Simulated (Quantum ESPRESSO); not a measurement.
Al:

```
CELL_PARAMETERS angstrom
-1.59122 1.59122 1.59122
1.59122 -1.59122 1.59122
1.59122 1.59122 -1.59122
ATOMIC_POSITIONS crystal
Al 0.00000 0.00000 0.00000
```

This isn't the form of Al at room conditions, which is fcc.

* Program: Quantum ESPRESSO 7.5
* Task: single point
* Functional: PBE
* Potentials or basis: SSSP 1.3 efficiency PBE
* Cutoff: 748 eV
* Density cutoff: 5987 eV
* k mesh: 12 × 12 × 12
* Occupations: fermi-dirac, width 0.05 eV
* Spin: no spin polarisation

On this cell: pressure 3.8 GPa; band gap on the k mesh none (metal or under the smearing width).

The same run follows on a disturbed copy (cell strained at random at fixed volume):

```
Al
1.0
    -1.69895    1.56431    1.60080
     1.63095   -1.58291    1.55140
     1.66037    1.54432   -1.61940
Al
1
Direct
  0.99931 0.01239 0.00585
```

Question: What changes?

Answer: The energy (extrapolated to zero smearing) moves by +1.4 meV/atom; pressure 3.9 GPa; band gap on the k mesh none (metal or under the smearing width).

Stress tensor (GPa, compression positive):
```
5.02 0.47 1.41
0.47 3.32 0.59
1.41 0.59 3.35
```
